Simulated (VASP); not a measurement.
# La2O3 (P-3m1) in VASP: settings compared

Aim: see how the results for La2O3 move with the level of theory and the settings. Levels: LDA, PBE. Tasks: band structure.

Program: VASP 6.6.1. These are calculated values, not measurements. Logs are shortened: lines on timing, memory, paths and dates and some standing lists are left out, and cuts for length are marked.

### 1 The structure

The structure is trigonal, space group P-3m1 (No. 164). Conventional cell: a = 3.931 Å, b = 3.931 Å, c = 6.112 Å, α = 90.00°, β = 90.00°, γ = 120.00°. Around La (site symmetry 3m) lie 4 O at 2.36 to 2.44 Å. O (site symmetry -3m) has 6 La at 2.72 Å as nearest neighbours. O (site symmetry 3m) is surrounded by 4 La at 2.36 to 2.44 Å.

The cell is a database's computed one.

### 2 Band structure, LDA

Input file INCAR:

```
ALGO     = Normal         # electronic algorithm
EDIFF    = 1E-7           # SCF threshold, eV
ENCUT    = 520            # plane-wave cutoff, eV
GGA      = CA             # functional
ISIF     = 2              # what is computed and relaxed
ISMEAR   = 0              # smearing method
KPAR     = 2            
LASPH    = True           # aspherical terms in the spheres
LCHARG   = False          # write CHGCAR
LMAXMIX  = 6              # l up to which the mixer works
LREAL    = False          # projectors in reciprocal space
LWAVE    = False          # write WAVECAR
NBANDS   = 28             # bands
NELM     = 100            # most SCF steps
PREC     = Accurate       # precision mode
SIGMA    = 0.02           # smearing width, eV
```

Input file KPOINTS:

```
k-points
0
Gamma
  8 8 6
```

Input file POSCAR:

```
La2O3
1.0
    3.9307778780      0.0000000000      0.0000000000
   -1.9653889390      3.4041534990      0.0000000000
    0.0000000000      0.0000000000      6.1119535200
La O
2 3
Direct
    0.3333333333      0.6666666667      0.2462356800
    0.6666666667      0.3333333333      0.7537643200
    0.0000000000      0.0000000000      0.0000000000
    0.3333333333      0.6666666667      0.6458906500
    0.6666666667      0.3333333333      0.3541093500
```

Input file KPOINTS_OPT:

```
path GMKGALHA,LM,KH
15
line-mode
reciprocal
 0.0000000000  0.0000000000  0.0000000000  G
 0.5000000000  0.0000000000  0.0000000000  M

 0.5000000000  0.0000000000  0.0000000000  M
 0.3333333333  0.3333333333  0.0000000000  K

 0.3333333333  0.3333333333  0.0000000000  K
 0.0000000000  0.0000000000  0.0000000000  G

 0.0000000000  0.0000000000  0.0000000000  G
 0.0000000000  0.0000000000  0.5000000000  A

 0.0000000000  0.0000000000  0.5000000000  A
 0.5000000000  0.0000000000  0.5000000000  L

 0.5000000000  0.0000000000  0.5000000000  L
 0.3333333333  0.3333333333  0.5000000000  H

 0.3333333333  0.3333333333  0.5000000000  H
 0.0000000000  0.0000000000  0.5000000000  A

 0.5000000000  0.0000000000  0.5000000000  L
 0.5000000000  0.0000000000  0.0000000000  M

 0.3333333333  0.3333333333  0.0000000000  K
 0.3333333333  0.3333333333  0.5000000000  H
```

Potentials or basis: VASP PAW LDA potentials, release 64 (La, O).

Started as:

```sh
$ cat potpaw_LDA.64/La/POTCAR potpaw_LDA.64/O/POTCAR > POTCAR
$ mpirun -np 2 vasp_std > vasp.out
```

OUTCAR:

```text
EDIFF = 1E-7
   ENCUT = 520
   GGA = CA
   ISIF = 2
   ISMEAR = 0
   LASPH = True
   LREAL = False
   NELM = 100
   PREC = Accurate

 ion  position               nearest neighbor table
   1  0.333  0.667  0.246-   5 2.36   5 2.36   5 2.36   4 2.44   3 2.72   3 2.72   3 2.72
   2  0.667  0.333  0.754-   4 2.36   4 2.36   4 2.36   5 2.44   3 2.72   3 2.72   3 2.72
   3  0.000  0.000  0.000-   1 2.72   2 2.72   2 2.72   1 2.72   2 2.72   1 2.72
   4  0.333  0.667  0.646-   2 2.36   2 2.36   2 2.36   1 2.44
   5  0.667  0.333  0.354-   1 2.36   1 2.36   1 2.36   2 2.44

  LATTYP: Found a hexagonal cell.
 ALAT       =     3.9307778780
 C/A-ratio  =     1.5548966921

  Lattice vectors:

 A1 = (   3.9307778780,   0.0000000000,   0.0000000000)
 A2 = (  -1.9653889390,   3.4041534990,   0.0000000000)
 A3 = (   0.0000000000,   0.0000000000,   6.1119535200)

Analysis of symmetry for initial positions (statically):
=====================================================================
 Subroutine PRICEL returns:
 Original cell was already a primitive cell.

 Routine SETGRP: Setting up the symmetry group for a
 hexagonal supercell.

 Subroutine GETGRP returns: Found 12 space group operations
 (whereof 12 operations were pure point group operations)
 out of a pool of 24 trial point group operations.

The static configuration has the point symmetry D_3d.

Analysis of symmetry for dynamics (positions and initial velocities):
=====================================================================
 Subroutine PRICEL returns:
 Original cell was already a primitive cell.

 Routine SETGRP: Setting up the symmetry group for a
 hexagonal supercell.

 Subroutine GETGRP returns: Found 12 space group operations
 (whereof 12 operations were pure point group operations)
 out of a pool of 24 trial point group operations.

The dynamic configuration has the point symmetry D_3d.

 Subroutine INISYM returns: Found 12 space group operations
 (whereof 12 operations are pure point group operations),
 and found     1 'primitive' translations

----------------------------------------------------------------------------------------

                                     Primitive cell

  volume of cell :      81.7839

  direct lattice vectors                    reciprocal lattice vectors
     3.930777878  0.000000000  0.000000000     0.254402571  0.146879393  0.000000000
    -1.965388939  3.404153499  0.000000000     0.000000000  0.293758786  0.000000000
     0.000000000  0.000000000  6.111953520     0.000000000  0.000000000  0.163613810

  length of vectors
     3.930777878  3.930777878  6.111953520     0.293758786  0.293758786  0.163613810

  position of ions in fractional coordinates (direct lattice)
     0.333333333  0.666666667  0.246235680
     0.666666667  0.333333333  0.753764320
     0.000000000  0.000000000  0.000000000
     0.333333333  0.666666667  0.645890650
     0.666666667  0.333333333  0.354109350

  ion indices of the primitive-cell ions
   primitive index   ion index
                 1           1
                 2           2
                 3           3
                 4           4
                 5           5

----------------------------------------------------------------------------------------

 KPOINTS: k-points

Automatic generation of k-mesh.
 Grid dimensions read from file:
 generate k-points for:    8    8    6

 Generating k-lattice:

  Cartesian coordinates                     Fractional coordinates (reciprocal lattice)
     0.031800321  0.018359924  0.000000000     0.125000000  0.000000000  0.000000000
     0.000000000  0.036719848  0.000000000     0.000000000  0.125000000  0.000000000
     0.000000000  0.000000000  0.027268968     0.000000000  0.000000000  0.166666667

  Length of vectors
     0.036719848  0.036719848  0.027268968

  Shift w.r.t. Gamma in fractional coordinates (k-lattice)
     0.000000000  0.000000000  0.000000000

 Subroutine IBZKPT returns following result:
 ===========================================

 Found     50 irreducible k-points:

 Following reciprocal coordinates:
            Coordinates               Weight
  0.000000  0.000000  0.000000      1.000000
  0.125000  0.000000  0.000000      6.000000
  0.250000  0.000000  0.000000      6.000000
  0.375000  0.000000  0.000000      6.000000
  0.500000  0.000000  0.000000      3.000000
  0.125000  0.125000  0.000000      6.000000
[... 16 lines left out ...]
 -0.125000  0.500000  0.166667     12.000000
  0.250000  0.250000  0.166667     12.000000
 [... further k-points ...]
   k-points           NKPTS =     50   k-points in BZ     NKDIM =     50   number of bands    NBANDS=     28
   number of dos      NEDOS =    301   number of ions     NIONS =      5
   total plane-waves  NPLWV =  43200
   dimension x,y,z NGX =    30 NGY =   30 NGZ =   48
   dimension x,y,z NGXF=    60 NGYF=   60 NGZF=   96
   ions per type =               2   3
[... 58 lines left out ...]
  free energy    TOTEN  =       -45.81978736 eV

  energy without entropy =      -45.81978736  energy(sigma->0) =      -45.81978736

 E-fermi :   5.8309     XC(G=0): -10.9343

 val. band max:        5.6588534046   @ k =   0.2500   0.2500   0.5000
 cond. band min:       9.3957469493   @ k =   0.5000   0.0000   0.0000
 fundamental gap:      3.7368935447
 Fermi energy:         5.8308528959

 k-point     1 :       0.0000    0.0000    0.0000
  band No.  band energies     occupation
      1     -23.9610      2.00000
      2     -23.7092      2.00000
      3     -11.0380      2.00000
      4      -9.6816      2.00000
      5      -9.2699      2.00000
      6      -7.4701      2.00000
[... 20 lines left out ...]
     27      10.9095      0.00000
     28      11.1368      0.00000

 k-point     2 :       0.1250    0.0000    0.0000
  band No.  band energies     occupation
      1     -23.9335      2.00000
      2     -23.6980      2.00000
      3     -11.0307      2.00000
      4      -9.9959      2.00000
      5      -9.5054      2.00000
      6      -7.5352      2.00000
[... 20 lines left out ...]
     27      11.0046      0.00000
     28      11.1381      0.00000

 k-point     3 :       0.2500    0.0000    0.0000
  band No.  band energies     occupation
      1     -23.8629      2.00000
      2     -23.6739      2.00000
      3     -11.1014      2.00000
      4     -10.5980      2.00000
      5      -9.7252      2.00000
      6      -7.6762      2.00000
[... 20 lines left out ...]
     27      11.0143      0.00000
     28      11.0550      0.00000

 k-point     4 :       0.3750    0.0000    0.0000
  band No.  band energies     occupation
      1     -23.7820      2.00000
      2     -23.6583      2.00000
      3     -11.2773      2.00000
      4     -11.0996      2.00000
      5      -9.5886      2.00000
      6      -7.8332      2.00000
[... 20 lines left out ...]
     27      10.9410      0.00000
     28      10.9602      0.00000

 k-point     5 :       0.5000    0.0000    0.0000
  band No.  band energies     occupation
      1     -23.7405      2.00000
      2     -23.6593      2.00000
      3     -11.3332      2.00000
      4     -11.3218      2.00000
      5      -9.4236      2.00000
      6      -8.1067      2.00000
[... 20 lines left out ...]
     27      10.8984      0.00000
     28      10.9521      0.00000

 k-point     6 :       0.1250    0.1250    0.0000
  band No.  band energies     occupation
      1     -23.8844      2.00000
      2     -23.6804      2.00000
      3     -11.0659      2.00000
      4     -10.4140      2.00000
      5      -9.7361      2.00000
      6      -7.6625      2.00000
[... 463 lines left out ...]
      5      -9.6067      2.00000
      6      -7.8984      2.00000
[... 20 lines left out ...]
     27      10.9469      0.00000
     28      11.0079      0.00000

 k-point    22 :       0.3750    0.1250    0.1667
  band No.  band energies     occupation
      1     -23.7356      2.00000
      2     -23.6641      2.00000
      3     -11.4069      2.00000
      4     -11.2008      2.00000
      5      -9.6418      2.00000
      6      -7.9400      2.00000
[... 20 lines left out ...]
     27      10.9228      0.00000
     28      10.9503      0.00000

 k-point    23 :      -0.1250    0.5000    0.1667
  band No.  band energies     occupation
      1     -23.7362      2.00000
      2     -23.6636      2.00000
      3     -11.3724      2.00000
      4     -11.2670      2.00000
      5      -9.5343      2.00000
      6      -8.0025      2.00000
[... 20 lines left out ...]
     27      10.9410      0.00000
     28      10.9667      0.00000

 k-point    24 :       0.2500    0.2500    0.1667
  band No.  band energies     occupation
      1     -23.7366      2.00000
      2     -23.6632      2.00000
      3     -11.3494      2.00000
      4     -11.1912      2.00000
      5      -9.7712      2.00000
      6      -7.9517      2.00000
[... 20 lines left out ...]
     27      10.9036      0.00000
     28      10.9848      0.00000

 [... further k-points ...]
[... 5 lines left out ...]
  --------------------------------------------------------------------------------------
  -------------------------------------------------------------------------------------
  Total       -3.3357395     -3.3357395     -3.0455240     -0.0000000      0.0000000      0.0000000
  in kB      -65.3484115    -65.3484115    -59.6629785     -0.0000000      0.0000000      0.0000000
  external PRESSURE =     -63.4532671 kB  Pullay stress =       0.0000000 kB

 VOLUME and BASIS-vectors are now :
 -----------------------------------------------------------------------------
  energy-cutoff  :      520.00
  volume of cell :       81.78
      direct lattice vectors                 reciprocal lattice vectors
     3.930777878  0.000000000  0.000000000     0.254402571  0.146879393  0.000000000
    -1.965388939  3.404153499  0.000000000     0.000000000  0.293758786  0.000000000
     0.000000000  0.000000000  6.111953520     0.000000000  0.000000000  0.163613810

 POSITION                                       TOTAL-FORCE (eV/Angst)
 -----------------------------------------------------------------------------------
     -0.00000      2.26944      1.50498        -0.000000      0.000000      0.159418
      1.96539      1.13472      4.60697         0.000000      0.000000     -0.159418
      0.00000      0.00000      0.00000        -0.000000      0.000000      0.000000
     -0.00000      2.26944      3.94765        -0.000000      0.000000     -0.015170
      1.96539      1.13472      2.16430         0.000000      0.000000      0.015170
 -----------------------------------------------------------------------------------
    total drift:                               -0.000000      0.000000      0.000000

  FREE ENERGIE OF THE ION-ELECTRON SYSTEM (eV)
  ---------------------------------------------------
  free  energy   TOTEN  =       -45.8197873620 eV

  energy  without entropy=      -45.8197873620  energy(sigma->0) =      -45.81978736
```

Run time: 2.4 min. Hardware: 2 MPI ranks of AMD EPYC 9R45 (Zen 5), shared host; peak memory 0.27 GiB.

Results:

* Free energy: -45.8198 eV
* Pressure: -6.3 GPa
* Largest force: 0.159 eV/Å
* Band gap on the k mesh: 3.74 eV, indirect (least direct gap 3.91 eV)
* Band gap along the path: 3.72 eV, indirect (least direct gap 3.82 eV)

Forces on the atoms (eV/Å):
```
La   0.000  0.000  0.159
La   0.000  0.000 -0.159
O    0.000  0.000  0.000
O    0.000  0.000 -0.015
O    0.000  0.000  0.015
```

Levels at the corners of the path, in eV from the valence-band top:
```
point  band 17  band 18  band 19  band 20  band 21  band 22  band 23  band 24
    Γ    -1.70    -0.39    -0.39    -0.12     4.13     4.49     4.49     5.04
    M    -0.73    -0.64    -0.42    -0.30     3.74     4.57     5.04     5.09
    M    -0.73    -0.64    -0.42    -0.30     3.74     4.57     5.04     5.09
    K    -0.84    -0.84    -0.81    -0.09     3.72     4.63     4.63     4.87
    K    -0.84    -0.84    -0.81    -0.09     3.72     4.63     4.63     4.87
    Γ    -1.70    -0.39    -0.39    -0.12     4.13     4.49     4.49     5.04
    Γ    -1.70    -0.39    -0.39    -0.12     4.13     4.49     4.49     5.04
    A    -1.02    -0.82    -0.29    -0.29     4.54     4.62     4.62     4.84
    A    -1.02    -0.82    -0.29    -0.29     4.54     4.62     4.62     4.84
    L    -0.96    -0.73    -0.36     0.00     4.29     4.48     4.92     5.07
    L    -0.96    -0.73    -0.36     0.00     4.29     4.48     4.92     5.07
    H    -0.59    -0.28    -0.28    -0.21     4.11     4.74     4.81     4.81
    H    -0.59    -0.28    -0.28    -0.21     4.11     4.74     4.81     4.81
    A    -1.02    -0.82    -0.29    -0.29     4.54     4.62     4.62     4.84
    L    -0.96    -0.73    -0.36     0.00     4.29     4.48     4.92     5.07
    M    -0.73    -0.64    -0.42    -0.30     3.74     4.57     5.04     5.09
    K    -0.84    -0.84    -0.81    -0.09     3.72     4.63     4.63     4.87
    H    -0.59    -0.28    -0.28    -0.21     4.11     4.74     4.81     4.81
```

Caveat: spin-orbit coupling is left out, which moves the levels of the heavy elements. As with any semilocal functional, this LDA gap is likely too small.

### 3 Band structure, PBE

Changes to INCAR since step 2:

```diff
@@ -3,3 +3,3 @@
 ENCUT    = 520            # plane-wave cutoff, eV
-GGA      = CA             # functional
+GGA      = PE             # functional
 ISIF     = 2              # what is computed and relaxed
```

KPOINTS is that of step 2.

POSCAR is that of step 2.

KPOINTS_OPT is that of step 2.

Potentials or basis: VASP PAW PBE potentials, release 64 (La, O).

Started as:

```sh
$ cat potpaw_PBE.64/La/POTCAR potpaw_PBE.64/O/POTCAR > POTCAR
$ mpirun -np 2 vasp_std > vasp.out
```

Wall time 2.5 min (2 MPI ranks of AMD EPYC 9R45 (Zen 5), shared host); peak memory 0.27 GiB.

It converged, with:

| Item | Value |
| --- | --- |
| Free energy | -41.8175 eV |
| Pressure | 1.6 GPa |
| Largest force | 0.011 eV/Å |
| Band gap on the k mesh | 3.86 eV, indirect (least direct gap 4.07 eV) |
| Band gap along the path | 3.86 eV, indirect (least direct gap 3.98 eV) |

Forces in eV/Å, atoms in the order of the input:
```
La   0.000  0.000 -0.002
La   0.000  0.000  0.002
O    0.000  0.000  0.000
O    0.000  0.000  0.011
O    0.000  0.000 -0.011
```

Stress tensor (GPa, compression positive):
```
1.49 0.00 0.00
0.00 1.49 0.00
0.00 0.00 1.82
```

Levels at the corners of the path, in eV from the valence-band top:
```
point  band 18  band 19  band 20  band 21  band 22  band 23
    Γ    -0.38    -0.38    -0.12     4.31     4.60     4.60
    M    -0.66    -0.42    -0.30     3.86     4.71     5.17
    M    -0.66    -0.42    -0.30     3.86     4.71     5.17
    K    -0.82    -0.79    -0.11     3.86     4.75     4.75
    K    -0.82    -0.79    -0.11     3.86     4.75     4.75
    Γ    -0.38    -0.38    -0.12     4.31     4.60     4.60
    Γ    -0.38    -0.38    -0.12     4.31     4.60     4.60
    A    -0.78    -0.29    -0.29     4.69     4.73     4.73
    A    -0.78    -0.29    -0.29     4.69     4.73     4.73
    L    -0.70    -0.37     0.00     4.41     4.63     5.06
    L    -0.70    -0.37     0.00     4.41     4.63     5.06
    H    -0.28    -0.28    -0.23     4.26     4.85     4.93
    H    -0.28    -0.28    -0.23     4.26     4.85     4.93
    A    -0.78    -0.29    -0.29     4.69     4.73     4.73
    L    -0.70    -0.37     0.00     4.41     4.63     5.06
    M    -0.66    -0.42    -0.30     3.86     4.71     5.17
    K    -0.82    -0.79    -0.11     3.86     4.75     4.75
    H    -0.28    -0.28    -0.23     4.26     4.85     4.93
```

Caveat: spin-orbit coupling is left out, which moves the levels of the heavy elements. A hybrid or GW would open this gap; PBE tends to underestimate it.

### 4 The reference run

An earlier run on the cell as given: functional PBEsol; potentials or basis VASP PAW PBE potentials, release 64 (La, O); cutoff 520 eV; k mesh 8 × 8 × 5; occupations fermi-dirac, width 0.05 eV; no spin polarisation.

- Pressure: -3.2 GPa
- Largest force: 0.101 eV/Å
- Band gap on the k mesh: 3.83 eV, indirect (least direct gap 3.98 eV)

### 5 Summary

| task | level | potentials or basis | k mesh | smearing | ladder | gap on the mesh (eV) | pressure (GPa) | largest force (eV/Å) |
| --- | --- | --- | --- | --- | --- | --- | --- | --- |
| band structure | LDA | VASP PAW LDA potentials, release 64 (La, O) | 8 × 8 × 6 | gaussian 0.02 eV | gaps | 3.74 | -6.3 | 0.16 |
| band structure | PBE | VASP PAW PBE potentials, release 64 (La, O) | 8 × 8 × 6 | gaussian 0.02 eV | gaps | 3.86 | 1.6 | 0.01 |
| single point | PBEsol | VASP PAW PBE potentials, release 64 (La, O) | 8 × 8 × 5 | fermi-dirac 0.05 eV | free | 3.83 | -3.2 | 0.10 |

Alike in all rows: no spin polarisation; cell as given; cutoff (eV) 520.

Caveats: spin-orbit coupling is left out, which moves the levels of the heavy elements; the PAW data sets were made with another functional, which shifts forces and pressure a little (some runs); an odd mesh through Γ misses points on the zone boundary, where band edges often lie (some runs).

Total energies depend on the potentials used, so only differences within one code and one set of settings carry meaning.
